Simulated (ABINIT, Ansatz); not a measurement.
## A GW run on NaCl (Fm-3m) in ABINIT, with inputs changed

Aim: change inputs of a GW run on NaCl (Fm-3m) and see what moves.

Method: PBE and many-body steps on it, plane waves, in ABINIT 10.8.3.

The database entry behind the starting cell differs from later determinations by our own check (an axis about 0.4 % short against later determinations), so it need not match the best structure at ambient conditions.

### Step 1. The starting structure

It takes space group Fm-3m (No. 225, cubic). Conventional cell: a = 5.620 Å, b = 5.620 Å, c = 5.620 Å, α = 90.00°, β = 90.00°, γ = 90.00°. Nearest to Na lie 6 Cl at 2.81 Å. Cl has 6 Na at 2.81 Å nearest. Farther neighbours and most contacts between anions are not listed.

The cell and positions come from the Crystallography Open Database and are kept as given unless a step says otherwise.

### Step 2. Screening, 6×6×6 mesh, 243 bands, screening to 247.6 eV

This step: ABINIT 10.8.3; RPA screening on PBE, plane waves, norm-conserving pseudopotentials.

The RPA dielectric matrix is built and inverted for each q.

run.abi

```
acell 3*1.0 Angstrom
rprim 
  0.000000000000 2.810000000000 2.810000000000
  2.810000000000 0.000000000000 2.810000000000
  2.810000000000 2.810000000000 0.000000000000
ntypat 2
znucl 11 17
natom 2
typat 1 2
xred 
  0.000000000000 0.000000000000 0.000000000000
  0.500000000000 0.500000000000 0.500000000000
pp_dirpath "pseudos"
pseudos "Na.upf, Cl.upf"
ecut 38
ngkpt 6 6 6
nshiftk 1
shiftk 0 0 0
kptopt 1
chksymbreak 0
istwfk *1
occopt 1
irdwfk 1
optdriver 3
nband 243
ecuteps 9.1
inclvkb 2
awtr 1
symchi 1
indata_prefix "in"
outdata_prefix "out"
tmpdata_prefix "tmp"
```

Started as:

```
OMP_NUM_THREADS=1 mpirun -n 4 abinit run.abi > log
```

Output:

```text
.Version 10.8.3 of ABINIT. v10.8.2 released Aug 2026.

 Symmetries : space group Fm -3 m (#225); Bravais cF (face-center cubic)
[... echo of the input left out ...]
== DATASET  1 ==================================================================
-   mpi_nproc: 4, omp_nthreads: 1 (-1 if OMP is not activated)

--- !DatasetInfo
iteration_state: {dtset: 1, }
dimensions: {natom: 2, nkpt: 16, mband: 243, nsppol: 1, nspinor: 1, nspden: 1, mpw: 3383, }
cutoff_energies: {ecut:  38.0, pawecutdg:  -1.0, }
electrons: {nelect:   1.60000000E+01, charge:   0.00000000E+00, occopt:   1.00000000E+00, tsmear:   1.00000000E-02, }

 SCREENING: Calculation of the susceptibility and dielectric matrices

 Based on a program developped by R.W. Godby, V. Olevano, G. Onida, and L. Reining.
 Incorporated in ABINIT by V. Olevano, G.-M. Rignanese, and M. Torrent.
.Using double precision arithmetic ; gwpc =  8

[... cell and pseudopotentials left out ...]
--------------------------------------------------------------------------------

 ==== K-mesh for the wavefunctions ====
 Number of points in the irreducible wedge :    16
[... list of points left out ...]
 Together with 48 symmetry operations and time-reversal symmetry
 yields   216 points in the full Brillouin Zone.

 ==== Q-mesh for the screening function ====
 Number of points in the irreducible wedge :    16
[... list of points left out ...]
 Together with 48 symmetry operations and time-reversal symmetry
 yields   216 points in the full Brillouin Zone.

 setmesh: FFT mesh size selected  =    32x   32x   32
          total number of points  =        32768

 vcoul_init : cutoff-mode = AUXILIARY_FUNCTION
 q-points for optical limit:   1
     1)      0.000010    0.000020    0.000030

- screening: taking advantage of time-reversal symmetry
- Maximum band index for partially occupied states nbvw = 8
- Remaining bands to be divided among processors   nbcw = 235
- Number of bands treated by each node ~58

 Number of electrons calculated from density =   16.0000; Expected =   16.0000
 average of density, n =  0.053429
 r_s =    1.6471
 omega_plasma =   22.2968 [eV]

 calculating chi0 at frequencies [eV] :
  1    0.000000E+00    0.000000E+00
  2    0.000000E+00    2.229681E+01

--------------------------------------------------------------------------------
  q-point number  1        q = ( 0.000000, 0.000000, 0.000000) [r.l.u.]
--------------------------------------------------------------------------------
[... chi0 elements left out ...]
 For q-point:  0.000010 0.000020 0.000030
  dielectric constant =   2.3520
  dielectric constant without local fields =   2.7669

  Average fulfillment of the sum rule on Im[epsilon] for q-point    1 :     81.86  [%]
[... wings left out ...]
  q-point number  2        q = ( 0.166667, 0.000000, 0.000000) [r.l.u.]
--------------------------------------------------------------------------------
[... chi0 elements left out ...]
  Average fulfillment of the sum rule on Im[epsilon] for q-point    2 :     88.37  [%]

 [... 14 further q-points ...]
```

Run time: 5 min. Hardware: 4 MPI ranks of Intel Xeon 6975P-C (Granite Rapids), shared host; peak memory 3 GiB.

Numbers from this step:

| Property | Result |
| --- | --- |
| ε∞ with local fields, on this mesh, along the program's q direction | 2.352 |
| the same without local fields | 2.767 |
| plasma frequency | 22.30 eV |
| plane waves in the screening matrix | 387 |

Local fields lower ε∞ by 15 %.

### Step 3. Base

The self-energy is evaluated for the states that the input lists, and the levels follow from it, in one-shot runs by the linearised quasiparticle equation.

This step: G0W0 on PBE, plane waves, norm-conserving pseudopotentials.

Edit run.abi of step 2 so:

```diff
@@ -23,8 +23,15 @@
 irdwfk 1
-optdriver 3
+optdriver 4
 nband 243
+gwcalctyp 0
+ecutsigx 38
+symsigma 1
+nkptgw 1
+kptgw 
+  0.0000000000 0.0000000000 0.0000000000
+bdgw 
+  6 12
 ecuteps 9.1
-inclvkb 2
-awtr 1
-symchi 1
+irdscr 1
+ppmodel 1
 indata_prefix "in"
```

Output:

```text
.Version 10.8.3 of ABINIT. v10.8.2 released Aug 2026.

 Symmetries : space group Fm -3 m (#225); Bravais cF (face-center cubic)
[... echo of the input left out ...]
== DATASET  1 ==================================================================
-   mpi_nproc: 4, omp_nthreads: 1 (-1 if OMP is not activated)

--- !DatasetInfo
iteration_state: {dtset: 1, }
dimensions: {natom: 2, nkpt: 16, mband: 243, nsppol: 1, nspinor: 1, nspden: 1, mpw: 3383, }
cutoff_energies: {ecut:  38.0, pawecutdg:  -1.0, }
electrons: {nelect:   1.60000000E+01, charge:   0.00000000E+00, occopt:   1.00000000E+00, tsmear:   1.00000000E-02, }

 SIGMA: Calculation of the GW corrections

 Based on a program developped by R.W. Godby, V. Olevano, G. Onida, and L. Reining.
 Incorporated in ABINIT by V. Olevano, G.-M. Rignanese, and M. Torrent.
.Using double precision arithmetic ; gwpc =  8

[... cell and pseudopotentials left out ...]
--------------------------------------------------------------------------------

 ==== K-mesh for the wavefunctions ====
 Number of points in the irreducible wedge :    16
[... list of points left out ...]
 Together with 48 symmetry operations and time-reversal symmetry
 yields   216 points in the full Brillouin Zone.

 ==== Q-mesh for screening function ====
 Number of points in the irreducible wedge :    16
[... list of points left out ...]
 Together with 48 symmetry operations and time-reversal symmetry
 yields   216 points in the full Brillouin Zone.

 vcoul_init : cutoff-mode = AUXILIARY_FUNCTION
 q-points for optical limit:   1
     1)      0.000010    0.000020    0.000030
 setmesh: FFT mesh size selected  =    45x   45x   45
          total number of points  =        91125

 Number of electrons calculated from density =   16.0000; Expected =   16.0000
 average of density, n =  0.053429
 r_s =    1.6471
 omega_plasma =   22.2968 [eV]

 === KS Band Gaps ===
  >>>> For spin  1
   Minimum direct gap =   5.1497 [eV], located at k-point      :   0.0000  0.0000  0.0000
   Fundamental gap    =   5.1497 [eV], Top of valence bands at :   0.0000  0.0000  0.0000
                                       Bottom of conduction at :   0.0000  0.0000  0.0000
 SIGMA fundamental parameters:
 PLASMON POLE MODEL  1
 number of plane-waves for SigmaX                 3383
 number of plane-waves for SigmaC and W            387
 number of plane-waves for wavefunctions          3383
 number of bands                                   243
 number of independent spin polarizations            1
 number of spinorial components                      1
 number of k-points in IBZ                          16
 number of q-points in IBZ                          16
 number of symmetry operations                      48
 number of k-points in BZ                          216
 number of q-points in BZ                          216
 number of frequencies for dSigma/dE                 9
 frequency step for dSigma/dE [eV]                0.25
 number of omega for Sigma on real axis              0
 max omega for Sigma on real axis  [eV]           0.00
 zcut for avoiding poles [eV]                     0.10

 EPSILON^-1 parameters (SCR file):
 dimension of the eps^-1 matrix on file            387
 dimension of the eps^-1 matrix used               387
 number of plane-waves for wavefunctions          3383
 number of bands                                   243
 number of q-points in IBZ                          16
 number of frequencies                               2
 number of real frequencies                          1
 number of imag frequencies                          1

 matrix elements of self-energy operator (all in [eV])

 Perturbative Calculation

--- !SelfEnergy_ee
iteration_state: {dtset: 1, }
kpoint     : [   0.000,    0.000,    0.000, ]
spin       : 1
KS_gap     :    5.150
QP_gap     :    8.149
Delta_QP_KS:    2.999
data: !SigmaeeData |
     Band     E0 <VxcDFT>   SigX SigC(E0)      Z dSigC/dE  Sig(E)    E-E0       E
        6  -0.539 -14.493 -18.976   1.656   0.809  -0.236 -16.779  -2.286  -2.825
        7  -0.539 -14.493 -18.976   1.656   0.809  -0.236 -16.779  -2.286  -2.825
        8  -0.539 -14.493 -18.976   1.656   0.809  -0.236 -16.779  -2.286  -2.825
        9   4.611  -8.179  -4.218  -3.135   0.864  -0.158  -7.466   0.713   5.324
       10  10.523  -8.377  -3.612  -3.361   0.857  -0.167  -7.175   1.203  11.726
       11  10.523  -8.377  -3.612  -3.361   0.857  -0.167  -7.175   1.203  11.726
       12  10.523  -8.377  -3.612  -3.361   0.857  -0.167  -7.175   1.203  11.726

== END DATASET(S) ==============================================================
================================================================================

 -outvars: echo values of variables after computation  --------
           etotal      0.0000000000E+00
            nband         243
             nkpt          16
          spgroup         225
 [... the other variables as echoed above ...]

 Calculation completed.
```

Wall time 34 s (4 MPI ranks); peak memory 3.2 GiB; 2.2 min of CPU time.

This step gave:

```
G0W0 gap on the points computed              : 8.149 eV
starting gap on the mesh                     : 5.150 eV
k of the valence top                         : 0, 0, 0
k of the conduction bottom                   : 0, 0, 0
Z at the valence top                         : 0.809
Z at the conduction bottom                   : 0.864
least direct G0W0 gap on the computed points : 8.149 eV
```

The gap on the mesh goes from 5.15 eV to 8.15 eV, a correction of +3.00 eV.

### Step 4. Unknown plasmon-pole model

Edit run.abi of step 3 so:

```diff
@@ -35,3 +35,3 @@
 irdscr 1
-ppmodel 1
+ppmodel 7
 indata_prefix "in"
```

Output:

```text
.Version 10.8.3 of ABINIT. v10.8.2 released Aug 2026.

 Symmetries : space group Fm -3 m (#225); Bravais cF (face-center cubic)
================================================================================
 Values of the parameters that define the memory need of the present run
     intxc =       0    ionmov =       0      iscf =       7    lmnmax =       6
     lnmax =       6     mgfft =      45  mpssoang =       3    mqgrid =    3001
     natom =       2  nloc_mem =       1    nspden =       1   nspinor =       1
    nsppol =       1      nsym =      48    n1xccc =    2501    ntypat =       2
    occopt =       1   xclevel =       2
-    mband =         243        mffmem =           1         mkmem =           4
       mpw =        3383          nfft =       91125          nkpt =          16
================================================================================
  Rough estimation (10% accuracy) of disk space for files :
================================================================================

--------------------------------------------------------------------------------
------------- Echo of variables that govern the present computation ------------
--------------------------------------------------------------------------------
 -outvars: echo values of preprocessed input variables --------
            acell      1.8897261259E+00  1.8897261259E+00  1.8897261259E+00 Bohr

             bdgw           6      12
      chksymbreak           0
             ecut      3.80000000E+01 Hartree
          ecuteps      9.10000000E+00 Hartree
         ecutsigx      3.80000000E+01 Hartree
          ecutwfn      3.80000000E+01 Hartree
-          fftalg         312
           irdscr           1
           irdwfk           1

              ixc     -101130
[...]
pspatm : epsatm=    9.36084378
         --- l  ekb(1:nproj) -->
[...]
pspatm: atomic psp has been read  and splines computed

- Cl Generated using ONCVPSP code by D. R. Hamann
- 17.00000   7.00000  171031                  znucl, zion, pspdat
12 -101130 2 -1 1028                          pspcod,pspxc,lmax,lloc,mmax
     nproj     2     2     2
  pspatm : epsatm=    9.12776517
         --- l  ekb(1:nproj) -->
[...]
1    3.821713    1.107519
             2   -2.938609   -0.805455
 pspatm: atomic psp has been read  and splines computed

   2.95817743E+02                                ecore*ucvol(ha*bohr**3)
--------------------------------------------------------------------------------

 ==== K-mesh for the wavefunctions ====
 Number of points in the irreducible wedge :    16
 Reduced coordinates and weights :

     1)     0.00000000E+00  0.00000000E+00  0.00000000E+00       0.00463
     2)     1.66666667E-01  0.00000000E+00  0.00000000E+00       0.03704
     3)     3.33333333E-01  0.00000000E+00  0.00000000E+00       0.03704
[...]
Together with 48 symmetry operations and time-reversal symmetry
 yields   216 points in the full Brillouin Zone.

 ==== Q-mesh for screening function ====
 Number of points in the irreducible wedge :    16
 Reduced coordinates and weights :

[...]
15)    -3.33333333E-01  3.33333333E-01  1.66666667E-01       0.11111
    16)    -3.33333333E-01  5.00000000E-01  1.66666667E-01       0.05556

 Together with 48 symmetry operations and time-reversal symmetry
 yields   216 points in the full Brillouin Zone.

 vcoul_init : cutoff-mode = AUXILIARY_FUNCTION
 q-points for optical limit:   1
     1)      0.000010    0.000020    0.000030
 setmesh: FFT mesh size selected  =    45x   45x   45
          total number of points  =        91125

 Number of electrons calculated from density =   16.0000; Expected =   16.0000
 average of density, n =  0.053429
 r_s =    1.6471
 omega_plasma =   22.2968 [eV]

--- !BUG
message: |
    Wrong ppm%model: 7

--- !BUG
message: |
    Wrong ppm%model: 7

--- from the log ---
Wrong ppm%model: 7
```

It took 2 s on 4 MPI ranks; peak memory 0.28 GiB.

The run stopped with an error after 2 s.

The program's words: Wrong ppm%model: 7

The fault put into this input: unknown plasmon-pole model.

### Step 5. The runs together

Times are wall times on 4 MPI ranks of Intel Xeon 6975P-C (Granite Rapids), shared host, good to a factor of about two. A run's time includes the screening step that it read.

```csv
run,mesh,bands,screening cutoff (eV),DFT gap (eV),gap on the mesh (eV),direct (eV),ε∞ used,time
base,6×6×6,243,247.6,5.150,8.149,8.149,2.35,5.6 min
```

### Step 6. Outcome

```
base         : 8.149 eV
known limits : not at the basis limit
```

**Reading.** Bands and cutoff are finite, so the gap is not at the basis limit. The miss can reach some tenths of an eV and take either sign; the mesh is an error of its own. In the G0W0 run levels were corrected at 1 k point alone, so a gap called «on the mesh» is the least over those, and an edge elsewhere would be missed.

[Paths, hosts, dates, memory and timing lines, banners, echoed tables and standing remarks are left out of the program output.]

[Logs are printed without paths, hosts, clocks, repeated set-up lines and the standing remarks that a program may print on its own settings, such as how far it seeks lower states.]

[Runs of the session that timed out or met a known fault of the program may be left out.]

[Hosts, paths, dates, database ids (printed as entryN), source tags and the programs' standing remarks are cut or masked in the printed files.]

[G0W0 gaps are taken among the corrected bands and points alone; a level outside them can change the order at an edge.]

[Where Ansatz stands beside ABINIT at settings called matched, ABINIT's density can come from a denser mesh and the files from another edition; pairs whose starting gaps differed by over 0.03 eV were left out, so agreement reads better than it is.]
